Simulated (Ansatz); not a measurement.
BaTiO3:

```xyz
5
Lattice="2.8274 1.6324 2.3184 -2.8274 1.6324 2.3184 0.0000 -3.2648 2.3184" Properties=species:S:1:pos:R:3 pbc="T T T"
Ba    0.0000    0.0000    0.0000
Ti    0.0000    0.0000    3.3698
O     1.3885   -0.8017    2.3988
O    -1.3885   -0.8017    2.3988
O     0.0000    1.6033    2.3988
```

Base run:

```yaml
Program: Ansatz 0.2.0
Functional: LDA
Potentials_or_basis: all-electron LAPW, scalar-relativistic
Cutoff: 408 eV
Density_cutoff: 1631 eV
Basis_error_allowed: 0.002 eV/atom
k_mesh: 7 × 7 × 7
Occupations: fermi-dirac, width 0.05 eV
Spin: no spin polarisation
```

Its results: band gap on the k mesh 2.41 eV, indirect (least direct gap 2.70 eV); pressure -5.9 GPa; largest force 0.162 eV/Å.

Q: The run is repeated on the same cell with these changes: functional from LDA to PBEsol. What comes out?

A: Band gap on the k mesh 2.45 eV, indirect (least direct gap 2.75 eV); pressure -1.2 GPa; largest force 0.144 eV/Å.

PBEsol binds less tightly than LDA, so the same cell stands under more pressure.

Caveats: spin-orbit coupling is left out, which moves the levels of the heavy elements.

A k mesh can miss the band edges.

Not every run made on this cell is shown here.
